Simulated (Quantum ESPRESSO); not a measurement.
# Ta under changes of volume

One of the cells (18.819 Å³/atom); the others are scaled copies at fixed shape and fractional positions:

```xyz
2
Lattice="2.9004 0.0000 0.0000 -1.4502 2.5118 0.0000 0.0000 0.0000 5.1663" Properties=species:S:1:pos:R:3 pbc="T T T"
Ta    0.0000    1.6745    1.2916
Ta    1.4502    0.8373    3.8747
```

This isn't the form of Ta at room conditions, which is bcc.

| Quantity | Value |
| --- | --- |
| Program | Quantum ESPRESSO 7.5 |
| Functional | r2SCAN |
| Potentials or basis | SG15 PBE 1.2 |
| Cutoff | 1020 eV |
| Density cutoff | 4082 eV |
| k mesh | 6 × 6 × 3 |
| Occupations | fermi-dirac, width 0.05 eV |
| Spin | no spin polarisation |

```tsv
volume (Å³/atom)	energy over the lowest point (meV/atom)	pressure (GPa)
17.689	0.00	-1.6
18.066	8.54	-5.5
18.442	?	?
18.819	50.61	-12.3
19.195	82.96	-15.3
19.571	122.16	-18.0
19.948	167.65	-20.6
```

What does the run at 18.442 Å³/atom give?

Energy over the lowest point 25.63 meV/atom; pressure -9.0 GPa.

Worked out: A Birch-Murnaghan fit of order 3 (a polynomial in V^(-2/3)) to the other rows has its minimum at 17.53 Å³/atom, just outside them, with B0 = V·E''(V) = 189 GPa (rough, since the energies scatter) at fixed shape and positions, which overstates the stiffness. It gives 25.57 meV/atom at 18.442 Å³/atom, against the run's 25.63, and -dE/dV = -9.0 GPa, against -9.0.

Energies are extrapolated to zero smearing.

Caveats: all runs use coarse meshes; the potentials were made for another functional, which shifts forces and pressure.
